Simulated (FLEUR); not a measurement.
Runs of FLEUR MaX-R8.1 (later development tree) on GaN. It takes space group F-43m (No. 216, cubic). The conventional cell has a = 4.507 Å, b = 4.507 Å, c = 4.507 Å, α = 90.00°, β = 90.00°, γ = 90.00°. Around Ga (site symmetry -43m) lie 4 N at 1.95 Å. N (site symmetry -43m) has 4 Ga at 1.95 Å as nearest neighbours. The cell is a database's computed one.

```csv
task,level,gmax,muffin-tin radii,max iterations,mixing factor,mixer,kmax,gap on the mesh (eV),V0 of scaled cells (Å³/atom),B0 (GPa)
single point,PBE,15.1 1/bohr,"Ga 1.88, N 1.44 bohr",60,0.05,Anderson,4.86 1/bohr,1.73,-,-
equation of state,PBE,15.1 1/bohr,"Ga 1.88, N 1.44 bohr",-,-,-,4.86 1/bohr,-,11.75,174
band structure,LDA,15.7 1/bohr,"Ga 1.94, N 1.48 bohr",60,0.05,Anderson,5.05 1/bohr,(b),-,-
equation of state,PBEsol,16.2 1/bohr,"Ga 1.88, N 1.44 bohr",-,-,-,5.21 1/bohr,-,(a),188
equation of state,LDA,16.2 1/bohr,"Ga 1.88, N 1.44 bohr",-,-,-,5.21 1/bohr,-,11.06,202
```

Alike in all rows: potentials or basis all-electron, FLAPW; no spin polarisation; cell as given; k mesh 10 × 10 × 10; smearing fermi-dirac 0.05 eV.

Problem. Fill in the values left out.

Solution. (a) 11.37; (b) 1.74.

Caveats: the plane-wave cutoff is short for the semicore states, which can make moduli rough (some runs).

A k mesh can miss the band edges, and the runs leave out spin-orbit coupling on Ga.

Not every run made on this cell is shown here.
